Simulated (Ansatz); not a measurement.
The cell is COD entry 1540257, as deposited and not checked against the literature; nothing was relaxed. The listed cell was then made from it by scaling, straining or moving an atom.

AlAs: DFT, PBE, PAW with Ansatz's default frozen-core files, scalar-relativistic (Ansatz 0.2.0). What sets it apart from a plain run of this crystal: volume scaled by 0.9405.

```yaml
crystal:
  lattice:
    - [0.0, 2.7731120344, 2.7731120344]
    - [2.7731120344, 0.0, 2.7731120344]
    - [2.7731120344, 2.7731120344, 0.0]
  atoms:
    - { symbol: Al, position: [0.0, 0.0, 0.0] }
    - { symbol: As, position: [0.75, 0.75, 0.75] }
kpoints:
  mp_grid: { grid: [10, 10, 10] }
scf:
  occupations: { method: fermi_dirac, width: 0.05 }
hamiltonian:
  xc: pbe
  pseudopotentials: { kind: paw }
output:
  forces: true
  stress: true
  eigenvalues: true
  efg: { contact_densities: true }
```

Output (standing set-up lines are left out):

```
Crystal: 2 atoms, lattice volume = 42.651 Å³
Basis set: ecut = 420 eV, 869 PW (Γ), exchange–correlation on 54×54×54 points (8 copies of the dense FFT grid, shifted against one another)
Space group: F-43m (ITA 216), of the structure as read, at distance tolerance 3.5e-5 Å
SCF iter   1: F=—  HF=-5394.516536 eV  |F-HF|=—  |Δ(HF+E_count)|=         —  Δρ=1.40e-3  dr2=1.46e-3  ethr=1.77e-3  ⟨swp⟩=5.5  Hψ=3703  notcnv=0
preconditioner: auto → none  [insulator: Δε(μ)=1.313 eV  Ē_g=10.235 eV  σ=0.050 eV  W_gap=1.00  n_scr=14 (ndim 8)  ℏωp=16.1 eV  f_vac=0.002  D(μ)=0.00/eV (n_scr^D=0)  ε∞_Penn≈3.5]
SCF iter   2: F=—  HF=-5394.515941 eV  |F-HF|=—  |Δ(HF+E_count)|=   5.95e-4  Δρ=4.34e-4  dr2=6.85e-5  ethr=8.13e-6  ⟨swp⟩=1.8  Hψ=1075  notcnv=0
SCF iter   3: F=—  HF=-5394.515957 eV  |F-HF|=—  |Δ(HF+E_count)|=   1.65e-5  Δρ=1.77e-4  dr2=7.32e-6  ethr=3.81e-7  ⟨swp⟩=2.1  Hψ=764  notcnv=0
SCF iter   4: F=—  HF=-5394.515966 eV  |F-HF|=—  |Δ(HF+E_count)|=   9.37e-6  Δρ=2.06e-5  dr2=2.07e-7  ethr=4.07e-8  ⟨swp⟩=3.0  Hψ=1033  notcnv=0
iter 5 did not close the SCF: its close was put off for the readings that it lacked (scf_convergence_deferred on its scf_iter line)
SCF iter   5: F=-5394.515966 eV  HF=-5394.515966 eV  |F-HF|=2.00e-8  |Δ(HF+E_count)|=   2.34e-7  Δρ=8.42e-6  dr2=1.54e-8  ethr=1.15e-9  ⟨swp⟩=2.0  Hψ=1034  notcnv=0
SCF iter   6: F=-5394.515966 eV  HF=-5394.515966 eV  |F-HF|=1.62e-10  |Δ(HF+E_count)|=   2.31e-8  Δρ=1.15e-6  dr2=5.11e-10  ethr=8.53e-11  ⟨swp⟩=2.0  Hψ=1914  notcnv=0
SCF 1 converged in 6 iterations: F = -5394.515966 eV  dr2 = 5.11e-10
  greatest PAW one-centre occupation: 0.999 electrons in one spin orbital (limit 2), on the As atom at site 1 (counted from 0), in its partial waves of l = 2
SCF converged after 6 iterations
Free energy (F): -5394.515966 eV
Harris-Foulkes:  -5394.515966 eV  (|F-HF|=1.62e-10)
Internal energy: -5394.515966 eV  (E = F + TS)
E sigma→0 (E₀):  -5394.515966 eV
Entropy (-TS):   -0.000000 eV (-0.000 meV/atom)
Fermi energy:    7.743886 eV
--- Per-component energies (eV) ---
  E_band       = -255.151503
  E_kinetic    = 128.688827
  E_local      = -2065.732040  (includes V_loc(G=0)·N_el)
  E_nonlocal   = -659.746815
  E_hartree    = 1111.758146
  E_xc         = -119.970402
  E_vxc        = -109.580768  (∫ρ·V_xc dr)
  E_paw        = -2303.092103  (= ΣΔE_a)
  E_vpaw       = 227.703958  (= ΣTr[D̂ρ^β])
  E_aug_tail   = 0.000005  (compensation charges beyond the density's cutoff)
  E_ewald      = -1486.421583
  E_smearing   = -0.000000  (= −TS)
  E_closure    = 0.000000  (closes the sum)
  Σ components = -5394.515966   (vs F -5394.515966, Δ=0.00e0)
--- Forces (eV/Å), atoms counted from 1 ---
  atom   1  Al    -0.00000000     0.00000000    -0.00000000
  atom   2  As     0.00000000    -0.00000000    -0.00000000
  max |Σ_I F_I| component: 1.57e-16 eV/Å
--- Stress (GPa, compression-positive) ---
        8.018665       0.000000      -0.000000
        0.000000       8.018665       0.000000
       -0.000000       0.000000       8.018665
  P = ⅓ Tr σ = 8.0187 GPa (80.187 kbar)
--- PAW observables at the nuclei: V_zz in 10²¹ V/m², potentials from the cell's mean, atoms counted from 1 ---
  atom   1  Al V_zz =    -0.000000   η = 0.0000   by run symmetry: forbidden
            electrostatic potential = -1228.591274 V   contact ρ = 10084.772996 e/Å³
  atom   2  As V_zz =    -0.000000   η = 0.0000   by run symmetry: forbidden
            electrostatic potential = -4514.150959 V   contact ρ = 235484.544370 e/Å³
--- Band table (eV; the first three rows and the last of 47) ---
  k-point 0: bands = ["-27.3144", "-27.3144", "-27.3144", "-27.3014", "-27.3014", "-5.1616", "7.0583", "7.0583", "7.0583", "9.6073", "11.4705", "11.4705", "11.4705"]
  k-point 1: bands = ["-27.3144", "-27.3143", "-27.3143", "-27.3014", "-27.3014", "-5.0554", "6.0310", "6.9448", "6.9448", "10.1726", "11.6735", "11.6735", "11.7358"]
  k-point 2: bands = ["-27.3143", "-27.3140", "-27.3140", "-27.3013", "-27.3013", "-4.7499", "4.3684", "6.6900", "6.6900", "10.1175", "12.0293", "12.0293", "13.0900"]
  k-point 46: bands = ["-27.3144", "-27.3131", "-27.3119", "-27.3017", "-27.3006", "-2.9568", "1.7647", "3.7537", "4.0898", "10.8275", "11.9800", "13.6784", "14.3410"]
```
